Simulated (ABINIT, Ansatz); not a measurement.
# SiC (P6_3mc): changed settings of a GW run in ABINIT

Aim: change inputs of a GW run on SiC (P6_3mc) and see what moves.

Calculated with ABINIT 10.8.3; PBE and many-body steps on it, plane waves.

**1. Starting point**

Symmetry: P6_3mc, No. 186, hexagonal system. The conventional cell has a = 3.076 Å, b = 3.076 Å, c = 10.071 Å, α = 90.00°, β = 90.00°, γ = 120.00°. Nearest to Si lie 4 C at 1.88 to 1.89 Å. Si has 4 C at 1.88 to 1.89 Å nearest. Nearest to C lie 4 Si at 1.88 to 1.89 Å. Nearest to C lie 4 Si at 1.88 to 1.89 Å. Farther neighbours are not listed.

Structure file:

```cif
data_structure
_symmetry_space_group_name_H-M 'P6_3mc'
_symmetry_Int_Tables_number 186
_cell_length_a 3.0757
_cell_length_b 3.0757
_cell_length_c 10.0706
_cell_angle_alpha 90.000
_cell_angle_beta 90.000
_cell_angle_gamma 120.000
_cell_volume 82.50
loop_
_atom_site_label
_atom_site_type_symbol
_atom_site_symmetry_multiplicity
_atom_site_Wyckoff_symbol
_atom_site_fract_x
_atom_site_fract_y
_atom_site_fract_z
_atom_site_occupancy
Si1 Si 2 b 0.66667 0.33333 0.93784 1
Si2 Si 2 a 0.00000 0.00000 0.68789 1
C1 C 2 b 0.66667 0.33333 0.74980 1
C2 C 2 a 0.00000 0.00000 0.50046 1
```

The cell and positions are those that the Materials Project relaxed with its own functionals (PBE, PBE+U or r2SCAN), kept fixed.

**2. Screening, 6×6×2 mesh, 232 bands, screening to 176.9 eV**

This step: ABINIT 10.8.3; RPA screening on PBE, plane waves, norm-conserving pseudopotentials.

The RPA dielectric matrix is built and inverted for each q.

Contents of run.abi:

```
acell 3*1.0 Angstrom
rprim 
  3.075694149693 -0.000000000023 0.000000000000
  -1.537847074826 2.663629267917 0.000000000000
  0.000000000000 0.000000000000 10.070646480000
ntypat 2
znucl 14 6
natom 8
typat 1 1 1 1 2 2 2 2
xred 
  0.666666666667 0.333333333333 0.937841980000
  0.333333333333 0.666666666667 0.437841980000
  -0.000000000000 -0.000000000000 0.687894380000
  -0.000000000000 -0.000000000000 0.187894380000
  0.666666666667 0.333333333333 0.749802590000
  0.333333333333 0.666666666667 0.249802590000
  -0.000000000000 -0.000000000000 0.500460050000
  -0.000000000000 -0.000000000000 0.000460050000
pp_dirpath "pseudos"
pseudos "Si.upf, C.upf"
ecut 37
ngkpt 6 6 2
nshiftk 1
shiftk 0 0 0
kptopt 1
chksymbreak 0
istwfk *1
occopt 1
irdwfk 1
optdriver 3
nband 232
ecuteps 6.5
inclvkb 2
awtr 1
symchi 1
indata_prefix "in"
outdata_prefix "out"
tmpdata_prefix "tmp"
```

Started as:

```sh
$ OMP_NUM_THREADS=1 mpirun -n 16 abinit run.abi > log
```

What it wrote:

```text
.Version 10.8.3 of ABINIT. v10.8.2 released Aug 2026.

 Symmetries : space group P6_3 m c (#186); Bravais hP (primitive hexag.)
[... echo of the input left out ...]
== DATASET  1 ==================================================================
-   mpi_nproc: 16, omp_nthreads: 1 (-1 if OMP is not activated)

--- !DatasetInfo
iteration_state: {dtset: 1, }
dimensions: {natom: 8, nkpt: 14, mband: 232, nsppol: 1, nspinor: 1, nspden: 1, mpw: 6030, }
cutoff_energies: {ecut:  37.0, pawecutdg:  -1.0, }
electrons: {nelect:   3.20000000E+01, charge:   0.00000000E+00, occopt:   1.00000000E+00, tsmear:   1.00000000E-02, }

 SCREENING: Calculation of the susceptibility and dielectric matrices

 Based on a program developped by R.W. Godby, V. Olevano, G. Onida, and L. Reining.
 Incorporated in ABINIT by V. Olevano, G.-M. Rignanese, and M. Torrent.
.Using double precision arithmetic ; gwpc =  8

[... cell and pseudopotentials left out ...]
--------------------------------------------------------------------------------

 ==== K-mesh for the wavefunctions ====
 Number of points in the irreducible wedge :    14
[... list of points left out ...]
 Together with 12 symmetry operations and time-reversal symmetry
 yields    72 points in the full Brillouin Zone.

 ==== Q-mesh for the screening function ====
 Number of points in the irreducible wedge :    14
[... list of points left out ...]
 Together with 12 symmetry operations and time-reversal symmetry
 yields    72 points in the full Brillouin Zone.

 setmesh: FFT mesh size selected  =    24x   24x   80
          total number of points  =        46080

 vcoul_init : cutoff-mode = AUXILIARY_FUNCTION
 q-points for optical limit:   1
     1)      0.000010    0.000020    0.000030

- screening: taking advantage of time-reversal symmetry
- Maximum band index for partially occupied states nbvw = 16
- Remaining bands to be divided among processors   nbcw = 216
- Number of bands treated by each node ~13

 Number of electrons calculated from density =   32.0000; Expected =   32.0000
 average of density, n =  0.057475
 r_s =    1.6075
 omega_plasma =   23.1257 [eV]

 calculating chi0 at frequencies [eV] :
  1    0.000000E+00    0.000000E+00
  2    0.000000E+00    2.312571E+01

--------------------------------------------------------------------------------
  q-point number  1        q = ( 0.000000, 0.000000, 0.000000) [r.l.u.]
--------------------------------------------------------------------------------
[... chi0 elements left out ...]
 For q-point:  0.000010 0.000020 0.000030
  dielectric constant =   6.9579
  dielectric constant without local fields =   7.6132

  Average fulfillment of the sum rule on Im[epsilon] for q-point    1 :     89.71  [%]
[... wings left out ...]
  q-point number  2        q = ( 0.166667, 0.000000, 0.000000) [r.l.u.]
--------------------------------------------------------------------------------
[... chi0 elements left out ...]
  Average fulfillment of the sum rule on Im[epsilon] for q-point    2 :     91.46  [%]

 [... 12 further q-points ...]
```

Run time: 10 min. Hardware: 16 MPI ranks of Arm Neoverse N1, shared host; peak memory 7.4 GiB.

Numbers from this step:

| Property | Result |
| --- | --- |
| ε∞ with local fields, on this mesh, along the program's q direction | 6.958 |
| the same without local fields | 7.613 |
| plasma frequency | 23.13 eV |
| plane waves in the screening matrix | 447 |

Local fields lower ε∞ by 9 %.

**3. Base**

The self-energy is evaluated for the states that the input lists, and the levels follow from it, in one-shot runs by the linearised quasiparticle equation.

This step: G0W0 on PBE, plane waves, norm-conserving pseudopotentials.

Edit run.abi of step 2 so:

```diff
@@ -29,8 +29,17 @@
 irdwfk 1
-optdriver 3
+optdriver 4
 nband 232
+gwcalctyp 0
+ecutsigx 37
+symsigma 1
+nkptgw 2
+kptgw 
+  0.0000000000 0.0000000000 0.0000000000
+  0.5000000000 0.0000000000 0.0000000000
+bdgw 
+  15 18
+  15 18
 ecuteps 6.5
-inclvkb 2
-awtr 1
-symchi 1
+irdscr 1
+ppmodel 1
 indata_prefix "in"
```

What it wrote:

```text
.Version 10.8.3 of ABINIT. v10.8.2 released Aug 2026.

 Symmetries : space group P6_3 m c (#186); Bravais hP (primitive hexag.)
[... echo of the input left out ...]
== DATASET  1 ==================================================================
-   mpi_nproc: 16, omp_nthreads: 1 (-1 if OMP is not activated)

--- !DatasetInfo
iteration_state: {dtset: 1, }
dimensions: {natom: 8, nkpt: 14, mband: 232, nsppol: 1, nspinor: 1, nspden: 1, mpw: 6030, }
cutoff_energies: {ecut:  37.0, pawecutdg:  -1.0, }
electrons: {nelect:   3.20000000E+01, charge:   0.00000000E+00, occopt:   1.00000000E+00, tsmear:   1.00000000E-02, }

 SIGMA: Calculation of the GW corrections

 Based on a program developped by R.W. Godby, V. Olevano, G. Onida, and L. Reining.
 Incorporated in ABINIT by V. Olevano, G.-M. Rignanese, and M. Torrent.
.Using double precision arithmetic ; gwpc =  8

[... cell and pseudopotentials left out ...]
--------------------------------------------------------------------------------

 ==== K-mesh for the wavefunctions ====
 Number of points in the irreducible wedge :    14
[... list of points left out ...]
 Together with 12 symmetry operations and time-reversal symmetry
 yields    72 points in the full Brillouin Zone.

 ==== Q-mesh for screening function ====
 Number of points in the irreducible wedge :    14
[... list of points left out ...]
 Together with 12 symmetry operations and time-reversal symmetry
 yields    72 points in the full Brillouin Zone.

 vcoul_init : cutoff-mode = AUXILIARY_FUNCTION
 q-points for optical limit:   1
     1)      0.000010    0.000020    0.000030
 setmesh: FFT mesh size selected  =    27x   27x  108
          total number of points  =        78732

 Number of electrons calculated from density =   32.0000; Expected =   32.0000
 average of density, n =  0.057475
 r_s =    1.6075
 omega_plasma =   23.1257 [eV]

 === KS Band Gaps ===
  >>>> For spin  1
   Minimum direct gap =   3.3532 [eV], located at k-point      :   0.5000  0.0000  0.0000
   Fundamental gap    =   2.2280 [eV], Top of valence bands at :   0.0000  0.0000  0.0000
                                       Bottom of conduction at :   0.5000  0.0000  0.0000
 SIGMA fundamental parameters:
 PLASMON POLE MODEL  1
 number of plane-waves for SigmaX                 5975
 number of plane-waves for SigmaC and W            447
 number of plane-waves for wavefunctions          5975
 number of bands                                   232
 number of independent spin polarizations            1
 number of spinorial components                      1
 number of k-points in IBZ                          14
 number of q-points in IBZ                          14
 number of symmetry operations                      12
 number of k-points in BZ                           72
 number of q-points in BZ                           72
 number of frequencies for dSigma/dE                 9
 frequency step for dSigma/dE [eV]                0.25
 number of omega for Sigma on real axis              0
 max omega for Sigma on real axis  [eV]           0.00
 zcut for avoiding poles [eV]                     0.10

 EPSILON^-1 parameters (SCR file):
 dimension of the eps^-1 matrix on file            447
 dimension of the eps^-1 matrix used               447
 number of plane-waves for wavefunctions          5975
 number of bands                                   232
 number of q-points in IBZ                          14
 number of frequencies                               2
 number of real frequencies                          1
 number of imag frequencies                          1

 matrix elements of self-energy operator (all in [eV])

 Perturbative Calculation

--- !SelfEnergy_ee
iteration_state: {dtset: 1, }
kpoint     : [   0.000,    0.000,    0.000, ]
spin       : 1
KS_gap     :    5.111
QP_gap     :    5.959
Delta_QP_KS:    0.848
data: !SigmaeeData |
     Band     E0 <VxcDFT>   SigX SigC(E0)      Z dSigC/dE  Sig(E)    E-E0       E
       15   6.937 -14.981 -17.499   2.058   0.794  -0.259 -15.347  -0.365   6.572
       16   6.937 -14.981 -17.499   2.058   0.794  -0.259 -15.347  -0.365   6.572
       17  12.049 -12.155  -6.942  -4.616   0.807  -0.239 -11.673   0.483  12.531
       18  12.628 -12.067  -6.739  -4.738   0.806  -0.241 -11.591   0.476  13.104

--- !SelfEnergy_ee
iteration_state: {dtset: 1, }
kpoint     : [   0.500,    0.000,    0.000, ]
spin       : 1
KS_gap     :    3.353
QP_gap     :    4.183
Delta_QP_KS:    0.829
data: !SigmaeeData |
     Band     E0 <VxcDFT>   SigX SigC(E0)      Z dSigC/dE  Sig(E)    E-E0       E
       15   5.356 -14.179 -17.221   2.345   0.791  -0.264 -14.731  -0.552   4.804
       16   5.812 -14.518 -17.502   2.335   0.791  -0.264 -15.032  -0.514   5.298
       17   9.166 -10.884  -6.598  -3.902   0.819  -0.221 -10.569   0.315   9.481
       18   9.297 -10.661  -6.270  -4.016   0.821  -0.218 -10.353   0.308   9.604

== END DATASET(S) ==============================================================
================================================================================

 -outvars: echo values of variables after computation  --------
           etotal      0.0000000000E+00
            nband         232
             nkpt          14
          spgroup         186
 [... the other variables as echoed above ...]

 Calculation completed.
```

Elapsed: 53 s, on 16 MPI ranks; peak memory 6.8 GiB; 14 min of CPU time.

Numbers from this step:

- G0W0 gap on the points computed: 2.909 eV
- starting gap on the mesh: 2.228 eV
- k of the valence top: 0, 0, 0
- k of the conduction bottom: 0.5, 0, 0
- Z at the valence top: 0.794
- Z at the conduction bottom: 0.819
- least direct G0W0 gap on the computed points: 4.183 eV

The gap on the mesh goes from 2.23 eV to 2.91 eV, a correction of +0.68 eV.

[end of part 1 of 2]

[Paths, hosts, dates, memory and timing lines, banners, echoed tables and standing remarks are left out of the program output.]

[Logs are printed without paths, hosts, clocks, repeated set-up lines and the standing remarks that a program may print on its own settings, such as how far it seeks lower states.]

[Runs of the session that timed out or met a known fault of the program may be left out.]

[Hosts, paths, dates, database ids (printed as entryN), source tags and the programs' standing remarks are cut or masked in the printed files.]

[G0W0 gaps are taken among the corrected bands and points alone; a level outside them can change the order at an edge.]

[Where Ansatz stands beside ABINIT at settings called matched, ABINIT's density can come from a denser mesh and the files from another edition; pairs whose starting gaps differed by over 0.03 eV were left out, so agreement reads better than it is.]
